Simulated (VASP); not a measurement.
Set up this calculation in VASP 6.6.1, as the native input.

```
Task                               : band structure
Functional                         : PBE0
Potentials or basis                : VASP PAW PBE potentials, release 64 (Sn_d, Te)
Cutoff                             : 520 eV
k mesh                             : 6 × 6 × 6
Occupations                        : gaussian, width 0.03 eV
Spin                               : no spin polarisation
Grid for exact exchange (PRECFOCK) : Fast
Exchange at q = 0                  : truncated
Further INCAR settings             : ALGO = Normal; EDIFF = 1e-07
```

SnTe:

```
CELL_PARAMETERS angstrom
0.00000 3.14484 3.14484
3.14484 0.00000 3.14484
3.14484 3.14484 0.00000
ATOMIC_POSITIONS crystal
Sn 0.00000 0.00000 0.00000
Te 0.50000 0.50000 0.50000
```

These files were run (other wordings do the same):

POSCAR

```
SnTe                                    
1.0
    0.0000000000      3.1448388752      3.1448388752
    3.1448388752      0.0000000000      3.1448388752
    3.1448388752      3.1448388752      0.0000000000
  Sn              Te            
     1     1
Direct
     0.0000000000000000    0.0000000000000000    0.0000000000000000
     0.5000000000000000    0.5000000000000000    0.5000000000000000
```

INCAR.step1

```
SYSTEM = SnTe
PREC = Accurate
ENCUT = 520
EDIFF = 1E-5
ISMEAR = 0
SIGMA = 0.03
LREAL = .False.
LASPH = .True.
NELM = 80
ALGO = Normal
ISIF = 2
LWAVE = .True.
LCHARG = .False.
KPAR = 4
GGA = PE
```

INCAR.step2

```
SYSTEM = SnTe
PREC = Accurate
ENCUT = 520
EDIFF = 1E-7
ISMEAR = 0
SIGMA = 0.03
LREAL = .False.
LASPH = .True.
NELM = 80
ALGO = Normal
ISIF = 2
LWAVE = .False.
LCHARG = .False.
GGA = PE
LHFCALC = .True.
AEXX = 0.25
PRECFOCK = Fast
HFRCUT = -1
KPAR = 4
ISTART = 1
```

KPOINTS

```
regular mesh
0
Gamma
  6 6 6
  0 0 0
```

KPOINTS_OPT

```
explicit points
6
Reciprocal
 0.0000000000  0.0000000000  0.0000000000 1
 0.3750000000  0.3750000000  0.7500000000 1
 0.5000000000  0.5000000000  0.5000000000 1
 0.6250000000  0.2500000000  0.6250000000 1
 0.5000000000  0.2500000000  0.7500000000 1
 0.5000000000  0.0000000000  0.5000000000 1
```

Potentials or basis: VASP PAW PBE potentials, release 64 (Sn_d, Te).

Command:

```sh
$ cat potpaw_PBE.64/Sn_d/POTCAR potpaw_PBE.64/Te/POTCAR > POTCAR
$ cp INCAR.step1 INCAR
$ mpirun -np 4 vasp_std > vasp.out
$ cp INCAR.step2 INCAR
$ mpirun -np 4 vasp_std > vasp.out
```

It gave:

| Quantity | Value |
| --- | --- |
| Pressure | 1.6 GPa |
| Band gap on the k mesh | 0.53 eV, direct |
| Band gap along the path | 0.53 eV, direct |

Caveat: the PAW data sets were made with another functional, which shifts forces and pressure a little; spin-orbit coupling is left out, which moves the levels of the heavy elements.

Wall time 25 min on 4 MPI ranks on Intel(R) Xeon(R) 6975P-C (Granite Rapids) (shared host), peak memory 0.25 GiB a rank.
